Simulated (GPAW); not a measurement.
# W (Pbcm) in GPAW: equation of state

Aim: energy against volume of W in PBEsol, for its equilibrium volume and stiffness.

All numbers are computed with GPAW 26.7.0; they aren't measurements. Logs are shortened: lines on timing, memory, paths and dates and some standing lists are left out, and cuts for length are marked. The log counts tension as positive stress, the text compression.

**1. The structure**

The structure is orthorhombic, space group Pbcm (No. 57). Conventional cell: a = 2.810 Å, b = 4.864 Å, c = 4.924 Å, α = 90.00°, β = 90.00°, γ = 90.00°. Around W (site symmetry m) lie 12 W at 2.70 to 3.06 Å.

This isn't the form of W at room conditions, which is bcc.

**2. Equation of state, PBEsol**

The input, run.py:

```python
from ase import Atoms
from ase.eos import EquationOfState
from ase.io import Trajectory
from ase.units import GPa
from ase.parallel import parprint
from gpaw import GPAW, PW, setup_paths

setup_paths.insert(0, '.')

atoms = Atoms(['W', 'W', 'W', 'W'],
              cell=[[2.809662, 0.0, 0.0],
                    [0.0, 4.86387, 0.0],
                    [0.0, 0.0, 4.923695]],
              scaled_positions=[[0.793172, 0.936843, 0.75],
                                [0.206828, 0.436843, 0.75],
                                [0.206828, 0.063157, 0.25],
                                [0.793172, 0.563157, 0.25]],
              pbc=True)

traj = Trajectory('eos.traj', 'w')
volumes, energies = [], []
for x in [0.94, 0.96, 0.98, 1.0, 1.02, 1.04, 1.06]:
    a = atoms.copy()
    a.set_cell(atoms.cell * x**(1 / 3), scale_atoms=True)
    calc = GPAW(mode=PW(600),
                xc='PBEsol',
                kpts={'size': (9, 6, 6), 'gamma': True},
                occupations={'name': 'fermi-dirac', 'width': 0.05},
                nbands=49,
                convergence={'density': 1e-05, 'energy': 1e-05},
                maxiter=150,
                txt=f'eos-{x:.2f}.txt')
    a.calc = calc
    energies.append(a.get_potential_energy(force_consistent=True))
    volumes.append(a.get_volume())
    p = -a.get_stress()[:3].mean() / GPa
    calc.write(f'eos-{x:.2f}.gpw')
    traj.write(a)
    parprint(f'{x:.2f} {volumes[-1]:10.4f} A^3 {energies[-1]:14.6f} eV {p:9.3f} GPa', flush=True)

v0, e0, B = EquationOfState(volumes, energies, eos='birchmurnaghan').fit()
parprint(f'V0 = {v0:.4f} A^3, E0 = {e0:.6f} eV, B0 = {B / GPa:.2f} GPa')
```

Potentials or basis: PAW data sets generated in the run's folder for this functional, pw.

Started as:

```
> gpaw-setup -f PBEsol W
> OMP_NUM_THREADS=1 mpirun -n 4 gpaw python run.py
```

The program printed:

```text
__  _  _
 | _ |_)|_||  |
 |__||  | ||/\| - 26.7.0

Input parameters:
  mode=PW(ecut=600.0),
  convergence={'density': 1e-05, 'energy': 1e-05},
  kpts=MonkhorstPack(size=(9, 6, 6), gamma=True),
  maxiter=150,
  nbands=49,
  occupations=Occupations(name='fermi-dirac', width=0.05),
  xc=XC(name='PBEsol')

Diagonalizing LCAO Hamiltonian
Converting LCAO to pw mode
    .------.
   /|      |
  / |    W |
 *  W      |
 |  |      |
 |  |      |
 |  .---W--.
 | W      /
 |/      /
 *------*

Atoms  # Å, Bohr magnetons
|   | symbol |        x |        y |        z |    initial magnetic moments |
|---|--------|----------|----------|----------|-----------------------------|
| 0 |      W | 2.183052 | 4.463663 | 3.617387 | ( 0.0000,  0.0000,  0.0000) |
| 1 |      W | 0.569254 | 2.081373 | 3.617387 | ( 0.0000,  0.0000,  0.0000) |
| 2 |      W | 0.569254 | 0.300917 | 1.205796 | ( 0.0000,  0.0000,  0.0000) |
| 3 |      W | 2.183052 | 2.683206 | 1.205796 | ( 0.0000,  0.0000,  0.0000) |

Unit cell  # Å
| periodic |        x |        y |        z |  lengths |    angles |
|----------|----------|----------|----------|----------|-----------|
|      yes | 2.752306 | 0.000000 | 0.000000 | 2.752306 | 90.000000 |
|      yes | 0.000000 | 4.764579 | 0.000000 | 4.764579 | 90.000000 |
|      yes | 0.000000 | 0.000000 | 4.823183 | 4.823183 | 90.000000 |

Number of symmetries: 2
Symmetry operations  # r_c * U_cc + t_c -> r_c
|   | kind |            matrix            |
|---|------|------------------------------|
| 0 |  E   |  1, 0, 0,  0, 1, 0,  0, 0, 1 |
| 1 |  i   | -1, 0, 0,  0,-1, 0,  0, 0,-1 |

BZ-sampling:
  Number of BZ points: 324
  Number of IBZ points: 164

  Monkhorst-Pack size: [9, 6, 6]
  Monkhorst-Pack shift: [0.0, 0.08333333333333333, 0.08333333333333333]

K-points  # in reciprocal-cell coordinates
|     |                                coordinates |     weight |
|-----|--------------------------------------------|------------|
|   0 | (  0.00000000,   0.00000000,   0.00000000) | 0.00308642 |
|   1 | (  0.00000000,   0.00000000,   0.16666667) | 0.00617284 |
|   2 | (  0.00000000,   0.00000000,   0.33333333) | 0.00617284 |
|   3 | (  0.00000000,   0.00000000,   0.50000000) | 0.00308642 |
|   4 | (  0.00000000,   0.16666667,  -0.33333333) | 0.00617284 |
|   5 | (  0.00000000,   0.16666667,  -0.16666667) | 0.00617284 |
|   6 | (  0.00000000,   0.16666667,   0.00000000) | 0.00617284 |
|   7 | (  0.00000000,   0.16666667,   0.16666667) | 0.00617284 |
|   8 | (  0.00000000,   0.16666667,   0.33333333) | 0.00617284 |
|   9 | (  0.00000000,   0.16666667,   0.50000000) | 0.00617284 |
| ... |                                            |            |
| 163 | (  0.44444444,   0.50000000,   0.50000000) | 0.00617284 |

Plane wave coefficients: 2152
Cutoff: 600.0 eV

Spin-components: 1 (collinear spins)
Bands:           49
Projectors:      24
Spin-degeneracy: 2
Datatype:        complex128

Parallelization:
  kpt:    4
  domain: 1
  band:   1

Density:
  Valence electrons: 56.0
  Components: 1
  Grid points: [16 27 28]
  Charge: 0.0  # |e|

Potential:
  Grid points: [16 27 28]

species:
  W:
    name:    Tungsten
    Z:       74.0
    valence: 14
    core:    60
    charge:  0.0  # [|e|]
    compensation charges:
      type: gauss
      rc: 0.40  # [Å]
      lmax: 2
    cutoffs:
      filter: 2.36  # [Å]
      core: 3.02  # [Å]
    projectors
    | kind |    occ | energy [eV] | rcut [Å] |
    |------|--------|-------------|----------|
    |   5s |  2.000 |     -78.864 |    1.344 |
    |   6s |  2.000 |      -5.730 |    1.344 |
    |   5p |  6.000 |     -43.252 |    1.355 |
    |   6p |  0.000 |      -1.338 |    1.355 |
    |   5d |  4.000 |      -4.526 |    1.228 |
    |    d |        |      22.686 |    1.228 |

    Using partial waves for W as LCAO basis

Reference energy: -1754571.084695  # eV

eigensolver:
  PPCG
  Converge bands: occupied
  niter=2

density mixing:
  MSR1-Mixer
  Pratt-step length: 0.05
  Maximum mixing coefficient: 0.75
  Old densities: 10
  SVD Regularization: 0.005
  Good broyden scale: 1.0
  Trust region scale: 1.0
  Backstep threshold: 4.0
  History deletion threshold: 6.0
  Fourier metric: weight=20.0, sigma=0.015

occupation numbers:
  Fermi-Dirac:
    width: 0.0500  # eV

poisson solver:
  ecut: 4800.0  # eV

xc functional:
  name: PBEsol with 2 nearest neighbor stencil

convergence criteria:
- Maximum integral of absolute [dens]ity change: 1e-05 electrons / valence electron
- Maximum [total energy] change in last 3 cyles: 1e-05 eV / valence electron
- Maximum integral of absolute [eigenst]ate change: 4e-08 eV^2 / valence electron
maximum number of iterations: 150

SCF iterations
|iter     | |      energy | eigst |  dens |
|---------|-|-------------|-------|-------|
|iter:   1| |  -48.424843 | +0.03 |       |
|iter:   2| |  -48.326718 | -2.55 | -1.26 |
|iter:   3| |  -47.617562 | -1.43 | -1.28 |
|iter:   4| |  -47.601282 | -3.16 | -1.94 |
|iter:   5| |  -47.605934 | -4.11 | -2.29 |
|iter:   6| |  -47.606870 | -4.75 | -2.94 |
|iter:   7| |  -47.605940 | -5.12 | -2.78 |
|iter:   8| |  -47.605941 | -6.71 | -3.84 |
|iter:   9| |  -47.605941c| -7.54c| -4.40 |
|iter:  10| |  -47.605941c| -7.56c| -4.76 |
|iter:  11| |  -47.605941c| -8.19c| -5.23c|

Converged in 11 steps
Energy contributions relative to reference atoms: (reference = -1754571.084695)

Energy contributions:
  Kinetic:          37.131856
  Coulomb:         -40.301169
  Zero:             -0.164305
  External:          0.000000
  Xc:              -44.258968
  Entropy:          -0.026710
  Spinorbit:         0.000000
  ----------------------------
  Free energy:     -47.619296
  Extrapolated:    -47.605941

dipole moment: (0.000011, 0.000019, 0.000019)  # |e|*Ang

Fermi level: 14.169
Eigenvalues  # (at kpt = [0.000, 0.000, 0.000])
| band index |      eig [eV] | occ [0-2] |
|------------|---------------|-----------|
|          0 |       -59.337 |     2.000 |
|        ... |               |           |
|         22 |        13.505 |     2.000 |
|         23 |        13.611 |     2.000 |
|         24 |        13.711 |     2.000 |
|         25 |        13.741 |     2.000 |
|         26 |        13.785 |     1.999 |
|         27 |        13.787 |     1.999 |
[... 8 lines left out ...]
|         36 |        19.313 |     0.000 |
|         37 |        19.483 |     0.000 |
|        ... |               |           |
|         48 |        30.723 |     0.000 |

No gap
No difference between direct/indirect transitions

Stress tensor  # eV/Ang^3
|         x |         y |         z |
|-----------|-----------|-----------|
| -0.052920 | -0.000000 | -0.000000 |
| -0.000000 | -0.043989 |  0.000000 |
| -0.000000 |  0.000000 | -0.030411 |

# Writing to eos-0.94.gpw (mode='')
```

Wall time 9.3 min (4 MPI ranks of Arm Neoverse V1, shared host); peak memory 0.53 GiB.

What came out:

| Item | Value |
| --- | --- |
| Equilibrium volume | 16.16 Å³/atom |
| Bulk modulus at fixed shape and positions | 299 GPa |
| Pressure derivative of the bulk modulus | 4.2 |

Energy against volume, from the lowest point:
| volume (Å³/atom) | energy (meV/atom) |
| --- | --- |
| 15.812 | 7.32 |
| 16.149 | 0.00 |
| 16.485 | 5.79 |
| 16.822 | 23.38 |
| 17.158 | 51.55 |
| 17.494 | 89.24 |
| 17.831 | 135.47 |

Caveat: the cell was scaled at fixed shape and fractional positions, which overstates the stiffness of a crystal with free parameters, most of all of layers and chains. The run has no spin-orbit coupling, so splittings on W are missing.
